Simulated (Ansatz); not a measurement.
# Hf2CO2 MXene monolayer in a perpendicular field

What dipole does a perpendicular field induce in the Hf2CO2 MXene monolayer, and does the gap follow? A positive field points along +c.

Method: plane-wave DFT, r2SCAN-D4, Ansatz PAW, in the first sound run; inputs show where later runs differ, in Ansatz 0.2.0.

## Step 1: Set-up

The cell holds 5 atoms: 2 O, 2 Hf and 1 C. Its edges and angles: a = 3.289 Å, b = 3.289 Å, c = 40.953 Å, α = 90.0°, β = 90.0°, γ = 120.0°. Vacuum lies along c.

## Step 2: Relaxing the slab

The starting cell is a guess, so the in-plane lattice and the atoms are relaxed first, with the slab cut off from its images along the normal.

Input file input.yaml:

```yaml
crystal:
  lattice:
    - [3.289, 0.0, 0.0]
    - [-1.6445, 2.848357553, 0.0]
    - [0.0, 0.0, 40.9529467957]
  atoms:
    - { symbol: O, position: [0.3333333333, 0.6666666667, 0.4395288107] }
    - { symbol: Hf, position: [0.6666666667, 0.3333333333, 0.4683111504] }
    - { symbol: C, position: [0.0, 0.0, 0.5] }
    - { symbol: Hf, position: [0.3333333333, 0.6666666667, 0.5316888496] }
    - { symbol: O, position: [0.6666666667, 0.3333333333, 0.5604711893] }
  periodic: [true, true, false]
kpoints:
  mp_grid: { grid: [12, 12, 1] }
hamiltonian:
  xc: r2scan
  dispersion: d4
scf:
  occupations: { method: fermi_dirac, width: 0.05 }
  convergence: { dr2_threshold: 1.0e-09 }
relax:
  f_tol: 0.004
  max_steps: 90
  cell: {}
output:
  write_potential: true
  write_density: true
  volumetric_format: npy
```

Command:

```console
ansatz run input.yaml --threads 4 --pin off --max-ram 6144MiB --backend cpu --events-out ev --progress --plain --runs-dir out
```

The program printed:

```text
Warning: relax.cell: scf.convergence.dr2_threshold = 1e-9 eV is looser than the 2.23622978781e-10 eV advised for a relaxation that steers and ends on the stress (1e-10 eV for each atom of the cell: 5, times the square of relax.cell.stress_2d_tol = 0.05 N/m over 15.0 Å (the atoms' height at the walk's start and 5 Å past either face), 3.344e-2 GPa, over a crystal's default 0.05). What an SCF threshold leaves in a stress goes as its square root, and in the free energy as the threshold itself, and one threshold admits the most on a small cell: [figures from the program's tests cut] Set scf.convergence.dr2_threshold to 2.23622978781e-10 eV or tighter. [rest of the remark cut]
Engine: ansatz 0.2.0, x86_64-unknown-linux-gnu
Pseudopotentials: kind: paw
Pseudopotential: O, paw, valence charge 6, recommended cutoff 500 eV (meta_gga), O.paw.azcp
Pseudopotential: Hf, paw, valence charge 26, recommended cutoff 500 eV (meta_gga), Hf.paw.azcp
Pseudopotential: C, paw, valence charge 4, recommended cutoff 500 eV (meta_gga), C.paw.azcp
Functional definition: r2SCAN
  parameter k0 = 0.174
  parameter k1 = 0.065
  parameter a1 = 4.9479
  exchange = r2scan_x(k0 = k0, k1 = k1, a1 = a1)
  correlation = r2scan_c
Crystal: 5 atoms, lattice volume = 383.657 Å³
Basis set: ecut = 500 eV, 9563 PW (Γ), exchange–correlation on 96×96×1200 points (64 copies of the dense FFT grid, shifted against one another)
Bands: 41, of which v1, the nominal top of the filled ones, is band 34 counted from 1 (33 counted from 0)
Symmetry: 12 space group operations
Space group: P-3m1 (ITA 164), of the structure as read, at distance tolerance 7.3e-5 Å
k-points: 19 of 144
Non-local potential: O, projectors of the file, l = 0: 2, l = 1: 2, l = 2: 1
Non-local potential: Hf, projectors of the file, l = 0: 3, l = 1: 2, l = 2: 2, l = 3: 3
Non-local potential: C, projectors of the file, l = 0: 2, l = 1: 2, l = 2: 1
PAW form: soft (Blöchl's): semilocal exchange-correlation on the pseudo side does not see the compensation charge
PAW frozen core: O, regenerated for the run's functional (the file was generated under x = pbe(κ = 0.804, μ = 0.219515), c = pbe(β = 0.066725))
PAW frozen core: Hf, regenerated for the run's functional (the file was generated under x = pbe(κ = 0.804, μ = 0.219515), c = pbe(β = 0.066725))
PAW frozen core: C, regenerated for the run's functional (the file was generated under x = pbe(κ = 0.804, μ = 0.219515), c = pbe(β = 0.066725))
PAW one-centre angular grid: O, 302 points (default); XC on 160 Gauss nodes
PAW one-centre angular grid: Hf, 974 points (default); XC on 160 Gauss nodes
PAW one-centre angular grid: C, 302 points (default); XC on 239 of its mesh's 2573 points in the sphere
Initial density: superposition of atomic densities (neutral atoms: chi_scale 0, normalization atom), corrected by the library's trained network
Initial wavefunctions: pseudopotential atomic-orbital guess
Functional: x = r2scan, c = r2scan; τ floored in thin density (d = 2e-4 eV/Å³)
SCF iter   1: F=—  HF=-32861.257108 eV  |F-HF|=—  |Δ(HF+E_count)|=         —  Δρ=5.43e-3  dr2=1.34e-1  dr2_τ=3.27e-1  ethr=1.77e-3  ⟨swp⟩=12.6  Hψ=4790  notcnv=0  defer=13
preconditioner: auto → Resta (q_TF=auto, 2.045 Å⁻¹)  ε∞=1.7  [insulator: Δε(μ)=1.106 eV  Ē_g=18.224 eV  σ=0.050 eV  W_gap=1.00  n_scr=26 (ndim 8)  ℏωp=15.2 eV  f_vac=0.814  D(μ)=0.00/eV (n_scr^D=0)  ε∞_Penn≈1.7  vacuum switching on, ρ_ref=2.4e-2 e/Å³]
SCF iter   2: F=—  HF=-32861.304583 eV  |F-HF|=—  |Δ(HF+E_count)|=   4.75e-2  Δρ=3.76e-3  dr2=4.78e-2  dr2_τ=9.00e-3  ethr=1.97e-4  ⟨swp⟩=4.1  Hψ=2207  notcnv=0  defer=30
SCF iter   3: F=—  HF=-32861.303227 eV  |F-HF|=—  |Δ(HF+E_count)|=   1.36e-3  Δρ=1.86e-3  dr2=1.89e-2  dr2_τ=1.29e-3  ethr=7.03e-5  ⟨swp⟩=3.2  Hψ=1650  notcnv=0  defer=30
SCF iter   4: F=—  HF=-32861.302107 eV  |F-HF|=—  |Δ(HF+E_count)|=   1.12e-3  Δρ=8.35e-4  dr2=1.56e-3  dr2_τ=2.39e-4  ethr=2.78e-5  ⟨swp⟩=3.4  Hψ=1613  notcnv=0  defer=30
SCF iter   5: F=—  HF=-32861.302835 eV  |F-HF|=—  |Δ(HF+E_count)|=   7.28e-4  Δρ=3.11e-4  dr2=3.18e-4  dr2_τ=2.49e-5  ethr=2.30e-6  ⟨swp⟩=3.4  Hψ=1890  notcnv=0  defer=30
SCF iter   6: F=—  HF=-32861.302959 eV  |F-HF|=—  |Δ(HF+E_count)|=   1.24e-4  Δρ=8.47e-5  dr2=2.14e-5  dr2_τ=3.12e-6  ethr=4.67e-7  ⟨swp⟩=2.6  Hψ=1391  notcnv=0  defer=30
SCF iter   7: F=—  HF=-32861.302960 eV  |F-HF|=—  |Δ(HF+E_count)|=   1.02e-6  Δρ=2.72e-5  dr2=3.00e-6  dr2_τ=2.87e-7  ethr=3.15e-8  ⟨swp⟩=3.8  Hψ=1871  notcnv=0  defer=30
SCF iter   8: F=—  HF=-32861.302938 eV  |F-HF|=—  |Δ(HF+E_count)|=   2.13e-5  Δρ=8.67e-6  dr2=2.06e-7  dr2_τ=4.73e-8  ethr=4.41e-9  ⟨swp⟩=3.2  Hψ=1828  notcnv=0  defer=30
SCF iter   9: F=—  HF=-32861.302938 eV  |F-HF|=—  |Δ(HF+E_count)|=   9.57e-8  Δρ=3.59e-6  dr2=3.82e-8  dr2_τ=3.13e-9  ethr=3.03e-10  ⟨swp⟩=3.2  Hψ=1845  notcnv=0  defer=30
SCF iter  10: F=-32861.302938 eV  HF=-32861.302938 eV  |F-HF|=1.23e-9  |Δ(HF+E_count)|=   4.66e-9  Δρ=4.80e-7  dr2=7.79e-10  dr2_τ=9.47e-11  ethr=1.47e-12  ⟨swp⟩=12.6  Hψ=9117  notcnv=0
SCF 1 converged in 10 iterations: F = -32861.302938 eV  dr2 = 7.79e-10
  greatest PAW one-centre occupation: 0.998 electrons in one spin orbital (limit 2), on the Hf atom at site 3 (counted from 0), in its partial waves of l = 3
relax step   1: F+E_penalty+E_count = -32861.30293837 eV  Δ(F+E_penalty+E_count) = +0.000e0 eV  max|allowed force component| = 4.998e0 eV/Å  Δτ_max = 0.0000 Å  P = -9.386 N/m  Ω = 383.657 Å³  fix = [c, alpha, beta]  reactions: c -0.000 N/m  (10 SCF iters, accepted)
Crystal: 5 atoms, lattice volume = 379.662 Å³
Basis set: ecut = 500 eV, 9515 PW (Γ), exchange–correlation on 96×96×1200 points (64 copies of the dense FFT grid, shifted against one another)
Initial density: handed on by an earlier stage of this run
Initial wavefunctions: those handed on with the density
iter 1 solved again at ethr=2.56e-3 eV; its pass at ethr=3.10e-3 eV (dr2=1.74e0 eV) is discarded
SCF iter   1: F=—  HF=-32861.359988 eV  |F-HF|=—  |Δ(HF+E_count)|=         —  Δρ=1.43e-2  dr2=1.74e0  dr2_τ=8.76e0  ethr=2.56e-3  ⟨swp⟩=1.7  Hψ=5660  notcnv=0
preconditioner: auto → Resta (q_TF=auto, 2.048 Å⁻¹)  ε∞=1.7  [insulator: Δε(μ)=1.312 eV  Ē_g=18.439 eV  σ=0.050 eV  W_gap=1.00  n_scr=26 (ndim 8)  ℏωp=15.2 eV  f_vac=0.812  D(μ)=0.00/eV (n_scr^D=0)  ε∞_Penn≈1.7  vacuum switching on, ρ_ref=2.5e-2 e/Å³]
SCF iter   2: F=—  HF=-32862.036758 eV  |F-HF|=—  |Δ(HF+E_count)|=   6.77e-1  Δρ=7.84e-3  dr2=2.30e-1  dr2_τ=2.37e-2  ethr=2.56e-3  ⟨swp⟩=5.1  Hψ=2185  notcnv=0  defer=5
[...]
SCF iter   8: F=—  HF=-32862.372017 eV  |F-HF|=—  |Δ(HF+E_count)|=   3.24e-5  Δρ=1.32e-5  dr2=5.62e-7  dr2_τ=1.40e-7  ethr=4.96e-9  ⟨swp⟩=3.9  Hψ=1868  notcnv=0  defer=19
SCF iter   9: F=—  HF=-32862.372017 eV  |F-HF|=—  |Δ(HF+E_count)|=   2.07e-7  Δρ=4.37e-6  dr2=3.11e-8  dr2_τ=7.51e-9  ethr=8.26e-10  ⟨swp⟩=2.8  Hψ=1435  notcnv=0  defer=19
SCF iter  10: F=—  HF=-32862.372017 eV  |F-HF|=—  |Δ(HF+E_count)|=   1.13e-7  Δρ=7.76e-7  dr2=1.52e-9  dr2_τ=3.24e-10  ethr=4.58e-11  ⟨swp⟩=3.5  Hψ=1897  notcnv=0  defer=19
SCF iter  11: F=-32862.372017 eV  HF=-32862.372017 eV  |F-HF|=2.91e-11  |Δ(HF+E_count)|=   3.00e-9  Δρ=9.66e-8  dr2=2.10e-11  dr2_τ=8.54e-12  ethr=1.47e-12  ⟨swp⟩=12.6  Hψ=6971  notcnv=0
SCF 3 converged in 11 iterations: F = -32862.372017 eV  dr2 = 2.10e-11
relax step   3: F+E_penalty+E_count = -32862.37201698 eV  Δ(F+E_penalty+E_count) = -3.377e-1 eV  max|allowed force component| = 3.005e-1 eV/Å  Δτ_max = 0.1483 Å  P = -4.968 N/m  Ω = 388.993 Å³  energy of the carried Pulay correction = -2.546e-4 eV  fix = [c, alpha, beta]  reactions: c -0.000 N/m  (11 SCF iters, accepted)
[...]
relax step   4: F+E_penalty+E_count = -32862.41081253 eV  Δ(F+E_penalty+E_count) = -3.880e-2 eV  max|allowed force component| = 7.482e-1 eV/Å  Δτ_max = 0.1415 Å  P = -0.548 N/m  Ω = 372.681 Å³  energy of the carried Pulay correction = +5.350e-4 eV  fix = [c, alpha, beta]  reactions: c -0.000 N/m  (11 SCF iters, accepted)
[...]
relax step   5: F+E_penalty+E_count = -32862.45339581 eV  Δ(F+E_penalty+E_count) = -4.258e-2 eV  max|allowed force component| = 7.871e-2 eV/Å  Δτ_max = 0.0600 Å  P = -0.195 N/m  Ω = 375.848 Å³  energy of the carried Pulay correction = +3.791e-4 eV  fix = [c, alpha, beta]  reactions: c -0.000 N/m  (10 SCF iters, accepted)
[...]
relax step   6: F+E_penalty+E_count = -32862.45383798 eV  Δ(F+E_penalty+E_count) = -4.422e-4 eV  max|allowed force component| = 1.288e-2 eV/Å  Δτ_max = 0.0072 Å  P = -0.005 N/m  Ω = 376.006 Å³  energy of the carried Pulay correction = +3.713e-4 eV  fix = [c, alpha, beta]  reactions: c -0.000 N/m  (8 SCF iters, accepted)
[...]
relax step   7: F+E_penalty+E_count = -32862.45384741 eV  Δ(F+E_penalty+E_count) = -9.431e-6 eV  max|allowed force component| = 8.888e-4 eV/Å  Δτ_max = 0.0005 Å  P = -0.004 N/m  Ω = 375.960 Å³  energy of the carried Pulay correction = +3.736e-4 eV  fix = [c, alpha, beta]  reactions: c -0.000 N/m  (6 SCF iters, accepted)
Initial wavefunctions: pseudopotential atomic-orbital guess (no wavefunctions were taken with the density)
iter 1 solved again at ethr=1.37e-7 eV; its pass at ethr=3.10e-3 eV (dr2=9.32e-5 eV) is discarded
SCF iter   1: F=—  HF=-32862.453441 eV  |F-HF|=—  |Δ(HF+E_count)|=         —  Δρ=2.02e-5  dr2=1.47e-7  dr2_τ=6.28e-7  ethr=1.37e-7  ⟨swp⟩=6.8  Hψ=8832  notcnv=0
preconditioner: auto → Resta (q_TF=auto, 2.052 Å⁻¹)  ε∞=1.7  [insulator: Δε(μ)=1.271 eV  Ē_g=18.353 eV  σ=0.050 eV  W_gap=1.00  n_scr=26 (ndim 8)  ℏωp=15.3 eV  f_vac=0.820  D(μ)=0.00/eV (n_scr^D=0)  ε∞_Penn≈1.7  vacuum switching on, ρ_ref=2.4e-2 e/Å³]
SCF iter   2: F=—  HF=-32862.453412 eV  |F-HF|=—  |Δ(HF+E_count)|=   2.86e-5  Δρ=1.03e-5  dr2=4.55e-8  dr2_τ=4.72e-8  ethr=2.16e-10  ⟨swp⟩=4.9  Hψ=2621  notcnv=0
SCF iter   3: F=—  HF=-32862.453412 eV  |F-HF|=—  |Δ(HF+E_count)|=   1.02e-7  Δρ=3.21e-6  dr2=3.33e-8  dr2_τ=5.76e-9  ethr=6.69e-11  ⟨swp⟩=3.2  Hψ=1586  notcnv=0
SCF iter   4: F=-32862.453412 eV  HF=-32862.453412 eV  |F-HF|=0.00e0  |Δ(HF+E_count)|=   3.57e-9  Δρ=7.54e-7  dr2=9.60e-10  dr2_τ=5.38e-10  ethr=1.47e-12  ⟨swp⟩=18.4  Hψ=9008  notcnv=0
SCF 8 converged in 4 iterations: F = -32862.453412 eV  dr2 = 9.60e-10
relax step   8: F+E_penalty+E_count = -32862.45341225 eV  Δ(F+E_penalty+E_count) = +4.352e-4 eV  max|allowed force component| = 7.750e-4 eV/Å  Δτ_max = 0.0000 Å  P = +0.004 N/m  Ω = 375.960 Å³  fix = [c, alpha, beta]  reactions: c +0.000 N/m  stress off target by 4.22e-3 N/m on what of the cell is left free  SCF on the basis re-selected at this cell (its energy is not comparable with the rows above)  (4 SCF iters)
basis re-selected at this cell: Δ(F+E_penalty+E_count) = +4.352e-4 eV, ΔP = +0.008 N/m vs the last step (what re-selecting the basis moved, of the pressure what is left beyond the Pulay correction that the steps carried, after the strain that the cell walked since its last selection, with what the two solves' SCF thresholds leave and, on support functions, any second-order correction that the steps lacked; it is no m [...]
WARN: The output density's exchange-correlation potential varies sharply where the density is thin. Do not read a vacuum level from v_tot or v_xc, or from such a field of the output density. On a cell that repeats whose density bears no net charge and no dipole along the vacuum's axis use v_es (v_loc + v_h of the components); under efield.dipole_correction with no amplitude use v_es + v_field, which holds any externa [...]
SCF converged after 4 iterations
Free energy (F): -32862.453412 eV
Harris-Foulkes:  -32862.453412 eV  (|F-HF|=0.00e0)
Internal energy: -32862.453412 eV  (E = F + TS)
E sigma→0 (E₀):  -32862.453412 eV
Entropy (-TS):   -0.000000 eV (-0.000 meV/atom)
Fermi energy:    -4.810447 eV
--- Per-component energies (eV) ---
  E_band       = -1503.252852
  E_kinetic    = 1286.425649
  E_local      = -393622.713974  (includes V_loc(G=0)·N_el)
  E_nonlocal   = -2373.825094
  E_hartree    = 195631.288016
  E_xc         = -762.203525
  E_vxc        = -864.910769  (∫ρ·V_xc dr)
  E_paw        = -14324.729510  (= ΣΔE_a)
  E_vpaw       = 2763.268981  (= ΣTr[D̂ρ^β])
  E_aug_tail   = 0.002047  (compensation charges beyond the density's cutoff)
  E_vtau       = 45.922741  (kinetic-family band-sum trace: ∫τ·v_τ [+ j·A + Jᵃ·Aᵃ] dr)
  E_ewald      = 181303.002032
  E_disp       = -0.253441  (pairwise vdW)
  E_core_change = 0.554388  (= ΣΔE_core)
  E_smearing   = -0.000000  (= −TS)
  E_closure    = 0.000000  (closes the sum)
  Σ components = -32862.453412   (vs F -32862.453412, Δ=0.00e0)
--- Forces (eV/Å), atoms counted from 1 ---
  atom   1  O     -0.00000000     0.00000000     0.00010174
  atom   2  Hf     0.00000000     0.00000000    -0.00077496
  atom   3  C      0.00000000     0.00000000     0.00000000
  atom   4  Hf     0.00000000    -0.00000000     0.00077496
  atom   5  O      0.00000000    -0.00000000    -0.00010174
  max |Σ_I F_I| component: 8.13e-20 eV/Å
--- 2D stress c σ (N/m, compression-positive) ---
        0.004218      -0.000000      -0.000000
        0.000000       0.004218       0.000000
       -0.000000       0.000000       0.000000
  P = ½ c Tr σ = 0.0042 N/m
--- Band table (eV; the first three rows and the last of 19) ---
  k-point 0: bands = [... 30 lower, -9.9916, -6.8817, -5.4252, -5.4252, -2.8564, -2.8564, -2.5152, -1.1400, ... 3 higher]
  k-point 1: bands = [... 30 lower, -9.8680, -6.7304, -6.0193, -5.6807, -2.9225, -2.5278, -2.3636, -1.0904, ... 3 higher]
  k-point 2: bands = [... 30 lower, -9.6321, -7.1467, -6.5266, -6.1455, -3.3105, -1.9225, -1.9079, -0.9857, ... 3 higher]
  k-point 18: bands = [... 30 lower, -9.5981, -8.0292, -8.0135, -8.0135, -2.5332, -1.4958, -1.4958, -0.5535, ... 3 higher]
  the weakly bound empty levels are not read free of the cell's end (no_gap_told)
--- Relaxed structure (7 steps of the walk, 7 accepted, 1 SCFs on fresh bases) ---
  F+E_penalty+E_count = -32862.45341225 eV   max|allowed force component| = 7.750e-4 eV/Å   (the final SCF, on the basis selected at the relaxed cell)
  cell:  # Å, volume = 375.9603 Å³
    - [3.255840, 0.0, 0]
    - [-1.627920, 2.819640, 0]
    - [0, 0, 40.9529467957]
  atoms:
    - { symbol: O, position: [0.333333, 0.666667, 0.443921] }
    - { symbol: Hf, position: [0.666667, 0.333333, 0.466406] }
    - { symbol: C, position: [0, 0, 0.5] }
    - { symbol: Hf, position: [0.333333, 0.666667, 0.533594] }
    - { symbol: O, position: [0.666667, 0.333333, 0.556079] }
```

It took 65 s on 4 threads of Intel Xeon Platinum 8488C (Sapphire Rapids), shared host; peak memory 1.6 GiB.

In the SCF lines HF is the Harris–Foulkes energy and dr2 the Hartree energy of the density residual, in eV; the loop may stop once dr2 is under the threshold and the program's other checks hold. Hψ counts applications of the Hamiltonian.

Relaxation path:

| step | energy less that of the first step (eV) | largest force component (eV/Å) | volume (Å³) |
| --- | --- | --- | --- |
| 1 | 0.0000 | 4.9975 | 383.66 |
| 2 | -0.7314 | 3.5593 | 379.66 |
| 3 | -1.0691 | 0.3005 | 388.99 |
| 4 | -1.1079 | 0.7482 | 372.68 |
| 5 | -1.1505 | 0.0787 | 375.85 |
| 6 | -1.1509 | 0.0129 | 376.01 |
| 7 | -1.1509 | 0.0009 | 375.96 |
| 8* | -1.1505 | 0.0008 | 375.96 |

Relaxation steps marked * repeat the geometry before them on a plane-wave basis chosen anew for their cell, so energy and pressure can jump there.

The run keeps the 12 symmetry operations that the program found, so distortions that break them were not tested.

| cell as run | before | after | change |
| --- | --- | --- | --- |
| a (Å) | 3.289 | 3.256 | -1.0 % |
| b (Å) | 3.289 | 3.256 | -1.0 % |

The atoms that moved most (Å, along periodic axes as changes of fractional coordinates times the final cell, across vacuum about the mean position):

| atom | dx | dy | dz | length |
| --- | --- | --- | --- | --- |
| O5 | 0.000 | 0.000 | -0.180 | 0.180 |
| O1 | 0.000 | 0.000 | 0.180 | 0.180 |
| Hf4 | 0.000 | 0.000 | 0.078 | 0.078 |
| Hf2 | 0.000 | 0.000 | -0.078 | 0.078 |

Final coordinates:

```cif
data_structure
_symmetry_space_group_name_H-M 'P 1'
_symmetry_Int_Tables_number 1
_cell_length_a 3.2558
_cell_length_b 3.2558
_cell_length_c 40.9529
_cell_angle_alpha 90.000
_cell_angle_beta 90.000
_cell_angle_gamma 120.000
_cell_volume 375.96
loop_
_atom_site_label
_atom_site_type_symbol
_atom_site_fract_x
_atom_site_fract_y
_atom_site_fract_z
_atom_site_occupancy
O1 O 0.33333 0.66667 0.44392 1
Hf2 Hf 0.66667 0.33333 0.46641 1
C3 C 0.00000 0.00000 0.50000 1
Hf4 Hf 0.33333 0.66667 0.53359 1
O5 O 0.66667 0.33333 0.55608 1
```

The lattice constant a goes from 3.289 to 3.256 Å.

(Part 1 of 4 ends here.)

[Long decimals in the printed logs are rounded to 6 places.]

[Logs are printed without paths, hosts, clocks, repeated set-up lines and the standing remarks that a program may print on its own settings, such as how far it seeks lower states.]

[Hosts, paths, dates, database ids (printed as entryN), source tags and the programs' standing remarks are cut or masked in the printed files.]

[Maps of the electrostatic potential energy from Ansatz leave out the sawtooth potential of an applied field or a dipole correction, so their vacuum need not be flat; planar profiles and work functions include it.]
